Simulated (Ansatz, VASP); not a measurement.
# One calculation of Zr, two programs

```xyz
1
Lattice="2.8341 0.0000 0.0000 -1.4170 2.4544 0.0000 0.0000 0.0000 2.7920" Properties=species:S:1:pos:R:3 pbc="T T T"
Zr    0.0000    0.0000    0.0000
```

Alike in both runs: functional LDA; k mesh 15 × 15 × 14; occupations fermi-dirac, width 0.1 eV; no spin polarisation.

Ansatz relaxed the structure, and its values are those at the end. VASP's run is a single point on that final structure, the one shown.

```csv
,VASP,Ansatz
version,VASP 6.6.1,Ansatz 0.2.0
potentials or method,"VASP PAW LDA potentials, release 64 (Zr_sv), cutoff 520 eV","all-electron LAPW, scalar-relativistic"
```

```tsv
	VASP	Ansatz	Ansatz less VASP
pressure (GPa)	15.2	15.0	-0.17
```

Ansatz ran all-electron here, so the differences hold the error of VASP's frozen core and of both bases.

Caveats: so large a pressure means that the cell lies far from this level's equilibrium, or that cutoff or potentials fall short (VASP).
